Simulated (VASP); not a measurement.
## SnTe (strained zincblende): one PBE single-point calculation in two programs

```
CELL_PARAMETERS angstrom
0.00000 3.58398 3.58398
3.67358 0.00000 3.58398
3.67358 3.58398 0.00000
ATOMIC_POSITIONS crystal
Sn 0.00000 0.00000 0.00000
Te 0.25000 0.25000 0.25000
```

Each program uses its own PAW datasets. VASP's cell holds 20 valence electrons and Ansatz's 30. Ansatz's stress includes a Pulay correction; VASP's doesn't.

Cutoffs: 520 eV in VASP, 420 eV in Ansatz. k meshes: 6×6×6 and 6×6×6.

|  | VASP | Ansatz |
| --- | --- | --- |
| gap between bands v and c | 0.04 eV | 0.05 eV |
| least direct gap | 0.78 eV | 0.78 eV |
| pressure | -0.1 GPa | -0.1 GPa |

Band v is the last that the valence electrons fill when counted band by band, and c is the next. Levels in eV from the top of v, Ansatz:

| point | v−1 | v | c | c+1 |
| --- | --- | --- | --- | --- |
| Γ | -1.95 | -1.95 | 0.93 | 0.93 |
| X | -3.19 | -0.76 | 0.05 | 3.80 |
| K | -3.01 | -0.58 | 1.06 | 3.01 |
| L | -2.46 | -2.09 | 1.75 | 1.77 |
| W | -3.35 | -0.09 | 1.21 | 2.14 |

VASP:

```json
{"point": "Γ", "v−1": "-1.95", "v": "-1.95", "c": "0.93", "c+1": "0.93"}
{"point": "X", "v−1": "-3.19", "v": "-0.76", "c": "0.04", "c+1": "3.80"}
{"point": "K", "v−1": "-3.01", "v": "-0.58", "c": "1.06", "c+1": "3.01"}
{"point": "L", "v−1": "-2.46", "v": "-2.10", "c": "1.74", "c+1": "1.76"}
{"point": "W", "v−1": "-3.35", "v": "-0.09", "c": "1.21", "c+1": "2.14"}
```
